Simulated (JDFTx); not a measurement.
# ZrC (Fm-3m) in JDFTx: a series of runs

One crystal, ZrC, is run at these levels: PBEsol; tasks: equation of state.

Everything below comes from runs of JDFTx 1.7.0 (patched build). Logs are shortened: lines on timing, memory, paths and dates and some standing lists are left out, and cuts for length are marked. The log counts tension as positive stress, the text compression.

## 1. The structure

Symmetry: Fm-3m, No. 225, cubic system. The conventional cell has a = 4.730 Å, b = 4.730 Å, c = 4.730 Å, α = 90.00°, β = 90.00°, γ = 90.00°. Zr (site symmetry m-3m) is surrounded by 6 C at 2.37 Å. Around C (site symmetry m-3m) lie 6 Zr at 2.37 Å.

## 2. Equation of state, PBEsol, 12.43 Å³/atom (volume scaled by 0.94)

Input file ZrC.in:

```
lattice \
    0.0000000000     4.3779684751     4.3779684751 \
    4.3779684751     0.0000000000     4.3779684751 \
    4.3779684751     4.3779684751     0.0000000000
coords-type Cartesian
ion Zr     4.3779684751     4.3779684751     4.3779684751 1
ion C      0.0000000000     0.0000000000     0.0000000000 1

ion-species pseudo/Zr.upf
ion-species pseudo/C.upf
elec-cutoff 41 328
elec-ex-corr gga-PBEsol
kpoint-folding 10 10 10
elec-smearing Fermi 0.0018374661
elec-n-bands 14
electronic-SCF nIterations 100 energyDiffThreshold 1e-09
electronic-minimize nIterations 30 energyDiffThreshold 1e-7
forces-output-coords Cartesian

dump-name run.$VAR
dump End Ecomponents EigStats BandEigs Kpoints Forces Stress
```

Potentials or basis: PseudoDojo-SR-PBEsol-0.4.1-standard with smoothed tails.

On the command line:

```sh
$ jdftx -c 1 -i ZrC.in -o ZrC.out
```

Standard output:

```text
*************** JDFTx 1.7.0 (patched build) ***************

Input parsed successfully to the following command list (including defaults):
[... the input with its defaults ...]

---------- Setting up symmetries ----------

Found 48 point-group symmetries of the bravais lattice
Found 48 space-group symmetries with basis
Applied RMS atom displacement 4.48272e-16 bohrs to make symmetries exact.

---------- Initializing the Grid ----------
R =
[            0      4.37797      4.37797  ]
[      4.37797            0      4.37797  ]
[      4.37797      4.37797            0  ]
unit cell volume = 167.822
G =
[  -0.717591   0.717591   0.717591  ]
[   0.717591  -0.717591   0.717591  ]
[   0.717591   0.717591  -0.717591  ]
Minimum fftbox size, Smin = [  52  52  52  ]
Chosen fftbox size, S = [  54  54  54  ]

---------- Initializing tighter grid for wavefunction operations ----------
R =
[            0      4.37797      4.37797  ]
[      4.37797            0      4.37797  ]
[      4.37797      4.37797            0  ]
unit cell volume = 167.822
G =
[  -0.717591   0.717591   0.717591  ]
[   0.717591  -0.717591   0.717591  ]
[   0.717591   0.717591  -0.717591  ]
Minimum fftbox size, Smin = [  36  36  36  ]
Chosen fftbox size, S = [  36  36  36  ]

---------- Exchange Correlation functional ----------
Initalized PBEsol GGA exchange.
Initalized PBEsol GGA correlation.

---------- Setting up pseudopotentials ----------
Width of ionic core gaussian charges (only for fluid interactions / plotting) set to 0

Reading pseudopotential file 'pseudo/Zr.upf':
  'Zr' pseudopotential, 'PBESOL' functional
  Generated using ONCVPSP code by D. R. Hamann
  12 valence electrons, 4 orbitals, 6 projectors, 1001 radial grid points, with lMax = 2
    4S    l: 0   occupation:  2.0   eigenvalue: -2.001217
    4P    l: 1   occupation:  6.0   eigenvalue: -1.191752
    4D    l: 2   occupation:  2.0   eigenvalue: -0.132729
    5S    l: 0   occupation:  2.0   eigenvalue: -0.164081
  Core radius for overlap checks: 1.48 bohrs.

Reading pseudopotential file 'pseudo/C.upf':
  'C' pseudopotential, 'PBESOL' functional
  Generated using ONCVPSP code by D. R. Hamann
  4 valence electrons, 2 orbitals, 4 projectors, 1001 radial grid points, with lMax = 1
    2S    l: 0   occupation:  2.0   eigenvalue: -0.501565
    2P    l: 1   occupation:  2.0   eigenvalue: -0.192331
  Core radius for overlap checks: 1.21 bohrs.

Initialized 2 species with 2 total atoms.

Folded 1 k-points by 10x10x10 to 1000 k-points.

---------- Setting up k-points, bands, fillings ----------
Reduced to 47 k-points under symmetry.
Computing the number of bands and number of electrons
Calculating initial fillings.
nElectrons:  16.000000   nBands: 14   nStates: 47

----- Setting up reduced wavefunction bases (one per k-point) -----
average nbasis = 2105.155 , ideal nbasis = 2104.349

---------- Setting up ewald sum ----------
Optimum gaussian width for ewald sums = 1.988398 bohr.
Real space sum over 1331 unit cells with max indices [  5  5  5  ]
Reciprocal space sum over 2197 terms with max indices [  6  6  6  ]

---------- Allocating electronic variables ----------
Initializing wave functions:  linear combination of atomic orbitals
Zr pseudo-atom occupations:   s ( 2 2 )  p ( 6 )  d ( 2 )
C pseudo-atom occupations:   s ( 2 )  p ( 2 )
	FillingsUpdate:  mu: +0.602408744  nElectrons: 16.000000
LCAOMinimize: Iter:   0  F: -52.9641957794553591  |grad|_K:  1.038e-02  alpha:  1.000e+00
	FillingsUpdate:  mu: +0.583785791  nElectrons: 16.000000
LCAOMinimize: Iter:   1  F: -53.1413418378620506  |grad|_K:  1.165e-03  alpha:  3.139e-01  linmin:  3.205e-01  cgtest: -9.078e-01
LCAOMinimize: 	Bad step direction: g.d > 0.
[... 12 lines of inner loops ...]
LCAOMinimize: 	Predicted alpha/alphaT>3.000000, increasing alphaT to 8.847042e-01.
	FillingsUpdate:  mu: +0.593484249  nElectrons: 16.000000
LCAOMinimize: Iter:   6  F: -53.1433760143208502  |grad|_K:  4.322e-09  alpha:  9.457e-01  linmin:  2.836e-03  cgtest:  2.308e-03
LCAOMinimize: Converged (|Delta F|<1.000000e-06 for 2 iters).

-------- Electronic minimization -----------
Will mix electronic density at each iteration.
	FillingsUpdate:  mu: +0.593484249  nElectrons: 16.000000
	FillingsUpdate:  mu: +0.581633443  nElectrons: 16.000000
SCF: Cycle:  0   F: -53.179497808596672   dF: -3.612e-02   |Residual|: 4.807e-02   |deigs|: 3.231e-02
	FillingsUpdate:  mu: +0.575763383  nElectrons: 16.000000
SCF: Cycle:  1   F: -53.180714259213943   dF: -1.216e-03   |Residual|: 2.063e-02   |deigs|: 6.969e-03
	FillingsUpdate:  mu: +0.574629106  nElectrons: 16.000000
SCF: Cycle:  2   F: -53.180907253448908   dF: -1.930e-04   |Residual|: 7.010e-03   |deigs|: 4.365e-03
	FillingsUpdate:  mu: +0.573772078  nElectrons: 16.000000
SCF: Cycle:  3   F: -53.180921136671962   dF: -1.388e-05   |Residual|: 1.979e-03   |deigs|: 1.165e-03
	FillingsUpdate:  mu: +0.574017566  nElectrons: 16.000000
SCF: Cycle:  4   F: -53.180922061576375   dF: -9.249e-07   |Residual|: 6.297e-04   |deigs|: 3.025e-04
	FillingsUpdate:  mu: +0.573918103  nElectrons: 16.000000
SCF: Cycle:  5   F: -53.180922401793744   dF: -3.402e-07   |Residual|: 8.488e-05   |deigs|: 9.906e-05
	FillingsUpdate:  mu: +0.573907471  nElectrons: 16.000000
SCF: Cycle:  6   F: -53.180922415454880   dF: -1.366e-08   |Residual|: 6.083e-05   |deigs|: 2.112e-05
	FillingsUpdate:  mu: +0.573917428  nElectrons: 16.000000
SCF: Cycle:  7   F: -53.180922418742391   dF: -3.288e-09   |Residual|: 6.866e-06   |deigs|: 1.320e-05
	FillingsUpdate:  mu: +0.573917886  nElectrons: 16.000000
SCF: Cycle:  8   F: -53.180922419126524   dF: -3.841e-10   |Residual|: 3.871e-06   |deigs|: 4.637e-06
	FillingsUpdate:  mu: +0.573917869  nElectrons: 16.000000
SCF: Cycle:  9   F: -53.180922419224743   dF: -9.822e-11   |Residual|: 3.432e-06   |deigs|: 3.566e-06
SCF: Converged (|Delta E|<1.000000e-09 for 2 iters).

Setting wave functions to eigenvectors of Hamiltonian

# Stress tensor in Cartesian coordinates [Eh/a0^3]:
[ -0.000200536            0            0  ]
[            0 -0.000200536            0  ]
[            0            0 -0.000200536  ]

# Ionic positions in cartesian coordinates:
ion Zr   4.377968475099999   4.377968475099999   4.377968475099999 1
ion C  -0.000000000000000  -0.000000000000000  -0.000000000000000 1

# Forces in Cartesian coordinates:
force Zr   0.000000000000000   0.000000000000000  -0.000000000000000 1
force C   0.000000000000000   0.000000000000000  -0.000000000000000 1

# Energy components:
   Eewald =      -47.8642259286948857
       EH =        6.0528871580234087
     Eloc =      -26.2892724468586216
      Enl =        5.1008562287243402
      Exc =      -12.1291854974218065
 Exc_core =        3.4889334677657344
       KE =       18.4591746514016535
-------------------------------------
     Etot =      -53.1808323670601766
       TS =        0.0000900521645688
-------------------------------------
        F =      -53.1809224192247427

IonicMinimize: Iter:   0  F: -53.180922419224743  |grad|_K:  9.733e-42
IonicMinimize: Converged (|grad|_K<1.000000e-04).

#--- Lowdin population analysis ---
# oxidation-state Zr +0.718
# oxidation-state C -0.682

Dumping 'run.eigStats' ...
	eMin: -1.184324 at state 0 ( [ +0.000000 +0.000000 +0.000000 ] spin 0 )
	HOMO: +0.571678 at state 27 ( [ +0.000000 +0.400000 +0.400000 ] spin 0 )
	mu  : +0.573918
	LUMO: +0.576093 at state 6 ( [ +0.000000 +0.100000 +0.100000 ] spin 0 )
	eMax: +1.062694 at state 46 ( [ +0.200000 +0.500000 -0.300000 ] spin 0 )
	HOMO-LUMO gap: +0.004416
	Optical gap  : +0.024123 at state 28 ( [ +0.000000 +0.400000 +0.500000 ] spin 0 )
Done!
[note: the HOMO, LUMO and gaps printed at the end count levels as full or empty at half filling, so they show a gap where a level is partly filled]
```

It took 55 s on 1 thread of Intel Xeon Platinum 8488C (Sapphire Rapids), shared host; peak memory 0.11 GiB.

Results:

| Quantity | Value |
| --- | --- |
| Free energy | -1447.1266 eV |
| Pressure | 5.9 GPa |
| Band gap on the k mesh | none (metal or under the smearing width) |
| Loewdin charges | Zr +0.72; C -0.68 e |

## 3. Equation of state, PBEsol, 12.70 Å³/atom (volume scaled by 0.96)

Edit ZrC.in of step 2 so:

```diff
@@ -1,7 +1,7 @@
 lattice \
-    0.0000000000     4.3779684751     4.3779684751 \
-    4.3779684751     0.0000000000     4.3779684751 \
-    4.3779684751     4.3779684751     0.0000000000
+    0.0000000000     4.4088002549     4.4088002549 \
+    4.4088002549     0.0000000000     4.4088002549 \
+    4.4088002549     4.4088002549     0.0000000000
 coords-type Cartesian
-ion Zr     4.3779684751     4.3779684751     4.3779684751 1
+ion Zr     4.4088002549     4.4088002549     4.4088002549 1
 ion C      0.0000000000     0.0000000000     0.0000000000 1
```

Potentials or basis: PseudoDojo-SR-PBEsol-0.4.1-standard with smoothed tails.

On the command line:

```sh
$ jdftx -c 1 -i ZrC.in -o ZrC.out
```

Wall time 39 s (1 thread of Intel Xeon Platinum 8488C (Sapphire Rapids), shared host); peak memory 0.11 GiB.

Results (log left out):

| Property | Result |
| --- | --- |
| Free energy | -1447.1375 eV |
| Pressure | 0.7 GPa |
| Band gap on the k mesh | none (metal or under the smearing width) |
| Loewdin charges | Zr +0.73; C -0.69 e |

## 4. Equation of state, PBEsol, 12.96 Å³/atom (volume scaled by 0.98)

Edit ZrC.in of step 3 so:

```diff
@@ -1,7 +1,7 @@
 lattice \
-    0.0000000000     4.4088002549     4.4088002549 \
-    4.4088002549     0.0000000000     4.4088002549 \
-    4.4088002549     4.4088002549     0.0000000000
+    0.0000000000     4.4392067347     4.4392067347 \
+    4.4392067347     0.0000000000     4.4392067347 \
+    4.4392067347     4.4392067347     0.0000000000
 coords-type Cartesian
-ion Zr     4.4088002549     4.4088002549     4.4088002549 1
+ion Zr     4.4392067347     4.4392067347     4.4392067347 1
 ion C      0.0000000000     0.0000000000     0.0000000000 1
```

On the command line:

```sh
$ jdftx -c 1 -i ZrC.in -o ZrC.out
```

It took 53 s on 1 thread of Intel Xeon Platinum 8488C (Sapphire Rapids), shared host; peak memory 0.11 GiB.

It converged, with:

```
Free energy            : -1447.1320 eV
Pressure               : -4.0 GPa
Band gap on the k mesh : none (metal or under the smearing width)
Loewdin charges        : Zr +0.74; C -0.71 e
```

## 5. Equation of state, PBEsol, 13.23 Å³/atom

Edit ZrC.in of step 4 so:

```diff
@@ -1,7 +1,7 @@
 lattice \
-    0.0000000000     4.4392067347     4.4392067347 \
-    4.4392067347     0.0000000000     4.4392067347 \
-    4.4392067347     4.4392067347     0.0000000000
+    0.0000000000     4.4692022847     4.4692022847 \
+    4.4692022847     0.0000000000     4.4692022847 \
+    4.4692022847     4.4692022847     0.0000000000
 coords-type Cartesian
-ion Zr     4.4392067347     4.4392067347     4.4392067347 1
+ion Zr     4.4692022847     4.4692022847     4.4692022847 1
 ion C      0.0000000000     0.0000000000     0.0000000000 1
```

On the command line:

```sh
$ jdftx -c 1 -i ZrC.in -o ZrC.out
```

Wall time 54 s (1 thread of Intel Xeon Platinum 8488C (Sapphire Rapids), shared host); peak memory 0.11 GiB.

The run converged. Its results:

* Free energy: -1447.1117 eV
* Pressure: -8.3 GPa
* Band gap on the k mesh: none (metal or under the smearing width)
* Loewdin charges: Zr +0.76; C -0.72 e

## 6. Equation of state, PBEsol, 13.49 Å³/atom (volume scaled by 1.02)

Edit ZrC.in of step 5 so:

```diff
@@ -1,7 +1,7 @@
 lattice \
-    0.0000000000     4.4692022847     4.4692022847 \
-    4.4692022847     0.0000000000     4.4692022847 \
-    4.4692022847     4.4692022847     0.0000000000
+    0.0000000000     4.4988005134     4.4988005134 \
+    4.4988005134     0.0000000000     4.4988005134 \
+    4.4988005134     4.4988005134     0.0000000000
 coords-type Cartesian
-ion Zr     4.4692022847     4.4692022847     4.4692022847 1
+ion Zr     4.4988005134     4.4988005134     4.4988005134 1
 ion C      0.0000000000     0.0000000000     0.0000000000 1
```

Potentials or basis: PseudoDojo-SR-PBEsol-0.4.1-standard with smoothed tails.

On the command line:

```sh
$ jdftx -c 1 -i ZrC.in -o ZrC.out
```

It took 58 s on 1 thread of Intel Xeon Platinum 8488C (Sapphire Rapids), shared host; peak memory 0.11 GiB.

The run converged. Its results:

- Free energy: -1447.0781 eV
- Pressure: -12.1 GPa
- Band gap on the k mesh: none (metal or under the smearing width)
- Loewdin charges: Zr +0.77; C -0.73 e

## 7. Equation of state, PBEsol, 13.76 Å³/atom (volume scaled by 1.04)

Edit ZrC.in of step 6 so:

```diff
@@ -1,7 +1,7 @@
 lattice \
-    0.0000000000     4.4988005134     4.4988005134 \
-    4.4988005134     0.0000000000     4.4988005134 \
-    4.4988005134     4.4988005134     0.0000000000
+    0.0000000000     4.5280143223     4.5280143223 \
+    4.5280143223     0.0000000000     4.5280143223 \
+    4.5280143223     4.5280143223     0.0000000000
 coords-type Cartesian
-ion Zr     4.4988005134     4.4988005134     4.4988005134 1
+ion Zr     4.5280143223     4.5280143223     4.5280143223 1
 ion C      0.0000000000     0.0000000000     0.0000000000 1
```

On the command line:

```sh
$ jdftx -c 1 -i ZrC.in -o ZrC.out
```

Wall time 51 s (1 thread of Intel Xeon Platinum 8488C (Sapphire Rapids), shared host); peak memory 0.12 GiB.

Results (log left out):

* Free energy: -1447.0325 eV
* Pressure: -15.6 GPa
* Band gap on the k mesh: none (metal or under the smearing width)
* Loewdin charges: Zr +0.78; C -0.74 e

## 8. Equation of state, PBEsol, 14.02 Å³/atom (volume scaled by 1.06)

Edit ZrC.in of step 7 so:

```diff
@@ -1,7 +1,7 @@
 lattice \
-    0.0000000000     4.5280143223     4.5280143223 \
-    4.5280143223     0.0000000000     4.5280143223 \
-    4.5280143223     4.5280143223     0.0000000000
+    0.0000000000     4.5568559555     4.5568559555 \
+    4.5568559555     0.0000000000     4.5568559555 \
+    4.5568559555     4.5568559555     0.0000000000
 coords-type Cartesian
-ion Zr     4.5280143223     4.5280143223     4.5280143223 1
+ion Zr     4.5568559555     4.5568559555     4.5568559555 1
 ion C      0.0000000000     0.0000000000     0.0000000000 1
```

On the command line:

```sh
$ jdftx -c 1 -i ZrC.in -o ZrC.out
```

Wall time 56 s (1 thread of Intel Xeon Platinum 8488C (Sapphire Rapids), shared host); peak memory 0.12 GiB.

It converged, with:

```yaml
Free_energy: -1446.9760 eV
Pressure: -18.7 GPa
Band_gap_on_the_k_mesh: none (metal or under the smearing width)
Loewdin_charges: Zr +0.79; C -0.75 e
```

## 9. Equation of state, PBEsol

Potentials or basis: PseudoDojo-SR-PBEsol-0.4.1-standard with smoothed tails.

This step only gathers the single runs of the series.

Results:

```yaml
Equilibrium_volume: 12.74 Å³/atom
Bulk_modulus: 236 GPa
Pressure_derivative_of_the_bulk_modulus: 4.1
```

Energy against volume, from the lowest point:
```csv
volume (Å³/atom),energy (meV/atom)
12.434,5.45
12.699,0.00
12.963,2.76
13.228,12.91
13.493,29.72
13.757,52.53
14.022,80.74
```
